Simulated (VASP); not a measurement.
# SrTiO3 (Tausonite) (Pm-3m) in VASP: settings compared, part 2 of 3

VASP 6.6.1. The steps go on from the part before.

## (3) Relaxation of cell and atoms, r2SCAN

This run uses another cell than the first one, of 11.98 Å³/atom, 1.005 times its volume.

File INCAR:

```
SYSTEM = SrTiO3
PREC     = Accurate       ! precision mode
ENCUT    = 600            ! plane-wave cutoff, eV
EDIFF    = 1E-7           ! SCF threshold, eV
ISMEAR   = 0              ! smearing method
SIGMA    = 0.03           ! smearing width, eV
LREAL    = .FALSE.        ! projectors in reciprocal space
LASPH    = .TRUE.         ! aspherical terms in the spheres
NELM     = 80             ! most SCF steps
ALGO     = Normal         ! electronic algorithm
ISIF     = 3              ! what is computed and relaxed
LWAVE    = .FALSE.        ! write WAVECAR
LCHARG   = .FALSE.        ! write CHGCAR
METAGGA  = R2SCAN         ! meta-GGA
LMIXTAU  = .TRUE.       
IBRION   = 2              ! ionic algorithm
NSW      = 90             ! ionic steps
EDIFFG   = -0.005         ! ionic threshold
KPAR     = 2
```

File KPOINTS:

```
Automatic mesh
0
G
  8 8 8
  0 0 0
```

File POSCAR:

```
SrTiO3                                  
1.0
    3.9121963111     -0.0000000000     -0.0000000000
    0.0000000000      3.9121963111      0.0000000000
    0.0000000000      0.0000000000      3.9121963111
  Sr              Ti              O             
     1     1     3
Direct
     0.5000000000000000    0.5000000000000000    0.5000000000000000
     0.0000000000000000    0.0000000000000000    0.0000000000000000
     0.5000000000000000    0.0000000000000000    0.0000000000000000
     0.0000000000000000    0.5000000000000000    0.0000000000000000
     0.0000000000000000    0.0000000000000000    0.5000000000000000
```

Potentials or basis: VASP PAW PBE potentials, release 64 (Sr_sv, Ti_sv, O).

Started as:

```
cat potpaw_PBE.64/Sr_sv/POTCAR potpaw_PBE.64/Ti_sv/POTCAR potpaw_PBE.64/O/POTCAR > POTCAR
mpirun -np 2 vasp_std > vasp.out
```

OUTCAR:

```text
SYSTEM = SrTiO3
   PREC = Accurate
   ENCUT = 600
   EDIFF = 1E-7
   ISMEAR = 0
   LREAL = .FALSE.
   LASPH = .TRUE.
   NELM = 80
   ISIF = 3
   METAGGA = R2SCAN
   IBRION = 2
   NSW = 90
   EDIFFG = -0.005

 ion  position               nearest neighbor table
   1  0.500  0.500  0.500-   3 2.77   4 2.77   5 2.77   3 2.77   4 2.77   3 2.77   5 2.77   3 2.77
                             4 2.77   5 2.77   4 2.77   5 2.77   2 3.39   2 3.39   2 3.39   2 3.39
   2  0.000  0.000  0.000-   3 1.96   4 1.96   5 1.96   5 1.96   4 1.96   3 1.96   1 3.39   1 3.39
                             1 3.39   1 3.39   1 3.39   1 3.39   1 3.39   1 3.39
   3  0.500  0.000  0.000-   2 1.96   2 1.96   1 2.77   1 2.77   1 2.77   1 2.77
   4  0.000  0.500  0.000-   2 1.96   2 1.96   1 2.77   1 2.77   1 2.77   1 2.77
   5  0.000  0.000  0.500-   2 1.96   2 1.96   1 2.77   1 2.77   1 2.77   1 2.77

  LATTYP: Found a simple cubic cell.
 ALAT       =     3.9121963111

  Lattice vectors:

 A1 = (   3.9121963111,   0.0000000000,   0.0000000000)
 A2 = (   0.0000000000,   3.9121963111,   0.0000000000)
 A3 = (   0.0000000000,   0.0000000000,   3.9121963111)

Analysis of symmetry for initial positions (statically):
=====================================================================
 Subroutine PRICEL returns:
 Original cell was already a primitive cell.

 Routine SETGRP: Setting up the symmetry group for a
 simple cubic supercell.

 Subroutine GETGRP returns: Found 48 space group operations
 (whereof 48 operations were pure point group operations)
 out of a pool of 48 trial point group operations.

The static configuration has the point symmetry O_h .

Analysis of symmetry for dynamics (positions and initial velocities):
=====================================================================
 Subroutine PRICEL returns:
 Original cell was already a primitive cell.

 Routine SETGRP: Setting up the symmetry group for a
 simple cubic supercell.

 Subroutine GETGRP returns: Found 48 space group operations
 (whereof 48 operations were pure point group operations)
 out of a pool of 48 trial point group operations.

The dynamic configuration has the point symmetry O_h .

 Subroutine INISYM returns: Found 48 space group operations
 (whereof 48 operations are pure point group operations),
 and found     1 'primitive' translations

----------------------------------------------------------------------------------------

                                     Primitive cell

  volume of cell :      59.8773

  direct lattice vectors                    reciprocal lattice vectors
     3.912196311  0.000000000  0.000000000     0.255610895  0.000000000  0.000000000
     0.000000000  3.912196311  0.000000000     0.000000000  0.255610895  0.000000000
     0.000000000  0.000000000  3.912196311     0.000000000  0.000000000  0.255610895

  length of vectors
     3.912196311  3.912196311  3.912196311     0.255610895  0.255610895  0.255610895

  position of ions in fractional coordinates (direct lattice)
     0.500000000  0.500000000  0.500000000
     0.000000000  0.000000000  0.000000000
     0.500000000  0.000000000  0.000000000
     0.000000000  0.500000000  0.000000000
[... 39 lines left out ...]
  0.125000  0.000000  0.000000      6.000000
  0.250000  0.000000  0.000000      6.000000
  0.375000  0.000000  0.000000      6.000000
  0.500000  0.000000  0.000000      3.000000
  0.125000  0.125000  0.000000     12.000000
[... 16 lines left out ...]
  0.375000  0.375000  0.125000     24.000000
  0.500000  0.375000  0.125000     24.000000
 [... further k-points ...]
   k-points           NKPTS =     35   k-points in BZ     NKDIM =     35   number of bands    NBANDS=     24
   number of dos      NEDOS =    301   number of ions     NIONS =      5
   total plane-waves  NPLWV =  32768
   dimension x,y,z NGX =    32 NGY =   32 NGZ =   32
   dimension x,y,z NGXF=    64 NGYF=   64 NGZF=   64
   ions per type =               1   1   3
   NGX,Y,Z   is equivalent  to a cutoff of  13.60, 13.60, 13.60 a.u.
   NGXF,Y,Z  is equivalent  to a cutoff of  27.20, 27.20, 27.20 a.u.
 SYSTEM =  SrTiO3
   PREC   = accura    normal or accurate (medium, high low for compatibility)
   ISTART =      0    job   : 0-new  1-cont  2-samecut
   ICHARG =      2    charge: 1-file 2-atom 10-const
   ISPIN  =      1    spin polarized calculation?
   LNONCOLLINEAR =      F non collinear calculations
   LSORBIT =      F    spin-orbit coupling
   LASPH  =      T    aspherical Exc in radial PAW
   ENCUT  =  600.0 eV  44.10 Ry    6.64 a.u.   7.81  7.81  7.81*2*pi/ulx,y,z
   NELM   =     80;   NELMIN=  2; NELMDL= -5     # of ELM steps
   EDIFF  = 0.1E-06   stopping-criterion for ELM
   LREAL  =      F    real-space projection
   EDIFFG = -.5E-02   stopping-criterion for IOM
   NSW    =     90    number of steps for IOM
   IBRION =      2    ionic relax: 0-MD 1-quasi-New 2-CG
   NFREE  =      1    steps in history (QN), initial steepest desc. (CG)
   ISIF   =      3    stress and relaxation
   ISYM   =      2    0-nonsym 1-usesym 2-fastsym
   POTIM  = 0.5000    time-step for ionic-motion
   TEBEG  =    0.0;   TEEND  =   0.0 temperature during run
   PSTRESS=    0.0 pullay stress
   NELECT =      40.0000    total number of electrons
   NUPDOWN=      -1.0000    fix difference up-down
   EMIN   =  10.00;   EMAX   =-10.00  energy-range for DOS
   EFERMI =   0.00;   METHOD = LEGACY
   ISMEAR =     0;   SIGMA  =   0.03  broadening in eV -4-tet -1-fermi 0-gaus
   EFERMI_NEDOS =   21; number of points for ismear=-14 and -15
   IALGO  =     38    algorithm
   IMIX   =      4    mixing-type and parameters
     AMIX     =   0.40;   BMIX     =  1.00
     AMIX_MAG =   1.60;   BMIX_MAG =  1.00
  volume/ion in A,a.u.               =      11.98        80.81
  Fermi-wavevector in a.u.,A,eV,Ry     =   1.431114  2.704413 27.865914  2.048087
  Thomas-Fermi vector in A             =   2.550886
   LORBIT       =      0    0 simple, 1 ext, 2 COOP (PROOUT), +10 PAW based schemes
   METAGGA = R2SCAN    functional components
   LHFCALC =     F    Hartree Fock is set to
   AEXX    =    0.0000 exact exchange contribution
   IVDW    =     0    specifies the selected vdW correction
   LEPSILON=     F    determine dielectric tensor
   LRPA    =     F    only Hartree local field effects (RPA)
 conjugate gradient relaxation of ions
 non-spin polarized calculation
 Gauss-broadening in eV      SIGMA  =   0.03
  energy-cutoff  :      600.00
  volume of cell :       59.88
 maximum number of plane-waves:      2021
 NGX is ok and might be reduce to    32
   NGX = 15   NGY = 15   NGZ = 15

 number of electron      39.9999977 magnetization

 Free energy of the ion-electron system (eV)
  ---------------------------------------------------
  ext. energy  EPLUGINS =         0.00000000
  ---------------------------------------------------
  free energy    TOTEN  =       -63.33914259 eV

  energy without entropy =      -63.33914259  energy(sigma->0) =      -63.33914259

 E-fermi :   3.9374     XC(G=0): -11.9018

 val. band max:        3.8018525629   @ k =   0.5000   0.5000   0.5000
 cond. band min:       6.0674761338   @ k =   0.0000   0.0000   0.0000
 fundamental gap:      2.2656235708
 Fermi energy:         3.9374344343

 k-point     1 :       0.0000    0.0000    0.0000
  band No.  band energies     occupation
      1     -54.8952      2.00000
      2     -30.0886      2.00000
      3     -30.0886      2.00000
      4     -30.0886      2.00000
      5     -30.0840      2.00000
      6     -14.5962      2.00000
[... 637 lines left out ...]
     23       8.3471      0.00000
     24       9.8789      0.00000

 [... further k-points ...]

------------------------ aborting loop because EDIFF is reached ----------------------------------------

  FORCE on cell =-STRESS in cart. coord.  units (eV):
  Direction    XX          YY          ZZ          XY          YZ          ZX
  --------------------------------------------------------------------------------------
  -------------------------------------------------------------------------------------
  Total        0.0024664      0.0024664      0.0024664      0.0000000      0.0000000      0.0000000
  in kB        0.0659944      0.0659944      0.0659944      0.0000000      0.0000000      0.0000000
  external PRESSURE =       0.0659944 kB  Pullay stress =       0.0000000 kB

 VOLUME and BASIS-vectors are now :
 -----------------------------------------------------------------------------
  energy-cutoff  :      600.00
  volume of cell :       59.88
      direct lattice vectors                 reciprocal lattice vectors
     3.912196311  0.000000000  0.000000000     0.255610895  0.000000000  0.000000000
     0.000000000  3.912196311  0.000000000     0.000000000  0.255610895  0.000000000
     0.000000000  0.000000000  3.912196311     0.000000000  0.000000000  0.255610895

 POSITION                                       TOTAL-FORCE (eV/Angst)
 -----------------------------------------------------------------------------------
      1.95610      1.95610      1.95610         0.000000      0.000000      0.000000
      0.00000      0.00000      0.00000         0.000000      0.000000      0.000000
      1.95610      0.00000      0.00000         0.000000      0.000000      0.000000
      0.00000      1.95610      0.00000         0.000000      0.000000      0.000000
      0.00000      0.00000      1.95610         0.000000      0.000000      0.000000
 -----------------------------------------------------------------------------------
    total drift:                               -0.000000      0.000000     -0.000000

  FREE ENERGIE OF THE ION-ELECTRON SYSTEM (eV)
  ---------------------------------------------------
  free  energy   TOTEN  =       -63.3391425905 eV

  energy  without entropy=      -63.3391425905  energy(sigma->0) =      -63.33914259

 reached required accuracy - stopping structural energy minimisation
```

It took 68 s on 2 MPI ranks of Intel Xeon Platinum 8559C (Emerald Rapids), shared host; peak memory 0.21 GiB.

Results:

```yaml
Free_energy: -63.3391 eV
Pressure_after_relaxing: 0.0 GPa
Band_gap_on_the_k_mesh: 2.27 eV, indirect (least direct gap 2.65 eV)
```

Final structure:
```
CELL_PARAMETERS angstrom
3.91220 0.00000 0.00000
0.00000 3.91220 0.00000
0.00000 0.00000 3.91220
ATOMIC_POSITIONS crystal
Sr 0.50000 0.50000 0.50000
Ti 0.00000 0.00000 0.00000
O 0.50000 0.00000 0.00000
O 0.00000 0.50000 0.00000
O 0.00000 0.00000 0.50000
```

Caveat: the relaxation stopped at its first step, so nothing moved; the PAW data sets were made with another functional, which shifts forces and pressure a little. A k mesh can miss the band edges.

## (4) Relaxation of cell and atoms, PBEsol

File INCAR:

```
PREC     = Accurate       # precision mode
ENCUT    = 600            # plane-wave cutoff, eV
EDIFF    = 1E-6           # SCF threshold, eV
ISMEAR   = 0              # smearing method
SIGMA    = 0.03           # smearing width, eV
LREAL    = False          # projectors in reciprocal space
LASPH    = True           # aspherical terms in the spheres
NELM     = 80             # most SCF steps
ALGO     = Normal         # electronic algorithm
ISIF     = 3              # what is computed and relaxed
LWAVE    = False          # write WAVECAR
LCHARG   = False          # write CHGCAR
GGA      = PS             # functional
IBRION   = 2              # ionic algorithm
NSW      = 90             # ionic steps
EDIFFG   = -0.01          # ionic threshold
KPAR     = 2
```

File KPOINTS:

```
regular mesh
0
Gamma
  8 8 8
```

File POSCAR:

```
SrTiO3
1.0
    3.9052800000      0.0000000000      0.0000000000
    0.0000000000      3.9052800000      0.0000000000
    0.0000000000      0.0000000000      3.9052800000
Sr Ti O
1 1 3
Direct
    0.5000000000      0.5000000000      0.5000000000
    0.0000000000      0.0000000000      0.0000000000
    0.5000000000      0.0000000000      0.0000000000
    0.0000000000      0.5000000000      0.0000000000
    0.0000000000      0.0000000000      0.5000000000
```

Potentials or basis: VASP PAW PBE potentials, release 64 (Sr_sv, Ti_sv, O).

Started as:

```
cat potpaw_PBE.64/Sr_sv/POTCAR potpaw_PBE.64/Ti_sv/POTCAR potpaw_PBE.64/O/POTCAR > POTCAR
mpirun -np 2 vasp_std > vasp.out
```

OUTCAR:

```text
PREC = Accurate
   ENCUT = 600
   EDIFF = 1E-6
   ISMEAR = 0
   LREAL = False
   LASPH = True
   NELM = 80
   ISIF = 3
   GGA = PS
   IBRION = 2
   NSW = 90
   EDIFFG = -0.01

 ion  position               nearest neighbor table
   1  0.500  0.500  0.500-   3 2.76   4 2.76   5 2.76   3 2.76   4 2.76   3 2.76   5 2.76   3 2.76
                             4 2.76   5 2.76   4 2.76   5 2.76   2 3.38   2 3.38   2 3.38   2 3.38
   2  0.000  0.000  0.000-   3 1.95   4 1.95   5 1.95   5 1.95   4 1.95   3 1.95   1 3.38   1 3.38
                             1 3.38   1 3.38   1 3.38   1 3.38   1 3.38   1 3.38
   3  0.500  0.000  0.000-   2 1.95   2 1.95   1 2.76   1 2.76   1 2.76   1 2.76
   4  0.000  0.500  0.000-   2 1.95   2 1.95   1 2.76   1 2.76   1 2.76   1 2.76
   5  0.000  0.000  0.500-   2 1.95   2 1.95   1 2.76   1 2.76   1 2.76   1 2.76

  LATTYP: Found a simple cubic cell.
 ALAT       =     3.9052800000

  Lattice vectors:

 A1 = (   3.9052800000,   0.0000000000,   0.0000000000)
 A2 = (   0.0000000000,   3.9052800000,   0.0000000000)
 A3 = (   0.0000000000,   0.0000000000,   3.9052800000)

Analysis of symmetry for initial positions (statically):
=====================================================================
 Subroutine PRICEL returns:
 Original cell was already a primitive cell.

 Routine SETGRP: Setting up the symmetry group for a
[... 185 lines left out ...]
  Total       -0.5652723     -0.5652723     -0.5652723      0.0000000      0.0000000      0.0000000
  in kB      -15.2058871    -15.2058871    -15.2058871      0.0000000      0.0000000      0.0000000
  external PRESSURE =     -15.2058871 kB  Pullay stress =       0.0000000 kB
[... 65 lines left out ...]
--------------------------------------- Ionic step        3  -------------------------------------------

 number of electron      39.9999982 magnetization

 Free energy of the ion-electron system (eV)
  ---------------------------------------------------
  ext. energy  EPLUGINS =         0.00000000
  ---------------------------------------------------
  free energy    TOTEN  =       -42.02328934 eV

  energy without entropy =      -42.02328934  energy(sigma->0) =      -42.02328934

 E-fermi :   4.2731     XC(G=0): -11.5816

 val. band max:        4.0886735538   @ k =   0.5000   0.5000   0.5000
 cond. band min:       5.9045215562   @ k =   0.0000   0.0000   0.0000
 fundamental gap:      1.8158480024
 Fermi energy:         4.2730660934

 k-point     1 :       0.0000    0.0000    0.0000
  band No.  band energies     occupation
      1     -52.0790      2.00000
      2     -28.5313      2.00000
      3     -28.4467      2.00000
      4     -28.4467      2.00000
      5     -28.4467      2.00000
      6     -13.2996      2.00000
[... 637 lines left out ...]
     23       8.2736      0.00000
     24       9.9450      0.00000

 [... further k-points ...]

------------------------ aborting loop because EDIFF is reached ----------------------------------------

  FORCE on cell =-STRESS in cart. coord.  units (eV):
  Direction    XX          YY          ZZ          XY          YZ          ZX
  --------------------------------------------------------------------------------------
  -------------------------------------------------------------------------------------
  Total       -0.0033623     -0.0033623     -0.0033623     -0.0000000     -0.0000000      0.0000000
  in kB       -0.0911807     -0.0911807     -0.0911807     -0.0000000     -0.0000000      0.0000000
  external PRESSURE =      -0.0911807 kB  Pullay stress =       0.0000000 kB
[... 20 lines left out ...]
  FREE ENERGIE OF THE ION-ELECTRON SYSTEM (eV)
  ---------------------------------------------------
  free  energy   TOTEN  =       -42.0232893435 eV

  energy  without entropy=      -42.0232893435  energy(sigma->0) =      -42.02328934

 reached required accuracy - stopping structural energy minimisation
```

CONTCAR:

```text
SrTiO3
   1.00000000000000
     3.8947475959414031    0.0000000000000000    0.0000000000000000
     0.0000000000000000    3.8947475959414031    0.0000000000000000
     0.0000000000000000    0.0000000000000000    3.8947475959414031
  Sr              Ti              O
     1     1     3
Direct
     0.5000000000000000    0.5000000000000000    0.5000000000000000
     0.0000000000000000    0.0000000000000000    0.0000000000000000
     0.5000000000000000    0.0000000000000000    0.0000000000000000
     0.0000000000000000    0.5000000000000000    0.0000000000000000
     0.0000000000000000    0.0000000000000000    0.5000000000000000

  0.00000000E+00  0.00000000E+00  0.00000000E+00
  0.00000000E+00  0.00000000E+00  0.00000000E+00
  0.00000000E+00  0.00000000E+00  0.00000000E+00
  0.00000000E+00  0.00000000E+00  0.00000000E+00
  0.00000000E+00  0.00000000E+00  0.00000000E+00
```

It took 49 s on 2 MPI ranks of Intel Xeon 6975P-C (Granite Rapids), shared host; peak memory 0.2 GiB.

What came out:

| Item | Value |
| --- | --- |
| Free energy | -42.0233 eV |
| Relaxed volume | 11.82 Å³/atom |
| Relaxed cell | a = 3.895 Å, b = 3.895 Å, c = 3.895 Å, α = 90.00°, β = 90.00°, γ = 90.00° |
| Space group after relaxing (to 0.05 Å) | Pm-3m (No. 221) |
| Energy gained by relaxing | 0.5 meV/atom |
| Ionic steps | 3 |
| Pressure after relaxing | 0.0 GPa |
| Band gap on the k mesh | 1.82 eV, indirect (least direct gap 2.17 eV) |

Step by step:
```csv
step,energy change (eV),largest force (eV/Å),pressure (GPa),volume (Å³)
1,0.0000,0.0000,-1.52,59.56
2,0.0001,0.0000,1.55,58.59
3,-0.0023,0.0000,-0.01,59.08
```

Final structure:
```
CELL_PARAMETERS angstrom
3.89475 0.00000 0.00000
0.00000 3.89475 0.00000
0.00000 0.00000 3.89475
ATOMIC_POSITIONS crystal
Sr 0.50000 0.50000 0.50000
Ti 0.00000 0.00000 0.00000
O 0.50000 0.00000 0.00000
O 0.00000 0.50000 0.00000
O 0.00000 0.00000 0.50000
```

Caveat: the PAW data sets were made with another functional, which shifts forces and pressure a little. As with any semilocal functional, this PBEsol gap is likely too small.

(Part 2 of 3 ends here.)
